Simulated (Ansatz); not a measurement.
Strained layers on InP(001)

Plane-wave DFT in Ansatz, PBEsol, scalar-relativistic PAW potentials, cutoff 420 eV, no spin-orbit coupling; no spin polarisation. Relaxed cubic crystals, elastic constants with ions relaxed. The substrate, InP (F-43m), has a = 5.878 Å.

```csv
film,a (Å),C11 (GPa),C12 (GPa)
GaAs (F-43m),5.659,109.5,49.2
ZnSe (F-43m),5.633,89.2,53.2
AlAs (F-43m),5.675,108.0,54.4
```

Problem. For coherent growth on (001), give the strains, the film stress and the thickness at which misfit dislocations become favourable.

Solution. In the plane ε∥ = a_s/a − 1; free along the normal, ε⊥ = −(2C12/C11) ε∥; the stress is Mε∥ with M = C11 + C12 − 2C12²/C11 (tension positive). For 60° dislocations (b = a/√2, ν = C12/(C11 + C12)) the Matthews–Blakeslee balance for one layer on a thick substrate is h = b(1 − ν/4)(ln(h/b) + 1)/(4π|ε∥|(1 + ν)).
| film | ε∥ (%) | ε⊥ (%) | M (GPa) | stress (GPa) | h_c (nm) |
| --- | --- | --- | --- | --- | --- |
| GaAs (F-43m) | +3.87 | -3.48 | 115 | +4.4 | 1.2 |
| ZnSe (F-43m) | +4.35 | -5.19 | 79 | +3.4 | 0.8 |
| AlAs (F-43m) | +3.58 | -3.60 | 108 | +3.8 | 1.4 |

h_c falls faster than 1/|ε∥|, owing to the logarithm, and depends on stiffness only through ν, since the film's and the dislocation's energy both scale with the shear modulus. It is an isotropic equilibrium estimate: cool growth keeps films coherent beyond it, large misfits give islands first, linear elasticity loses accuracy past a few per cent, and values of a few b mean that hardly any coherent film forms. The misfits are those of this functional at 0 K and can differ from measured ones by up to about one per cent of strain. Thicker films in tension may also crack. Interfaces between crystals of different valence carry charges of their own.

Cost: about 11 core-minutes for the runs cited, on Arm Neoverse V2, Arm Neoverse V1, Intel Xeon Platinum 8375C (Ice Lake) (shared hosts).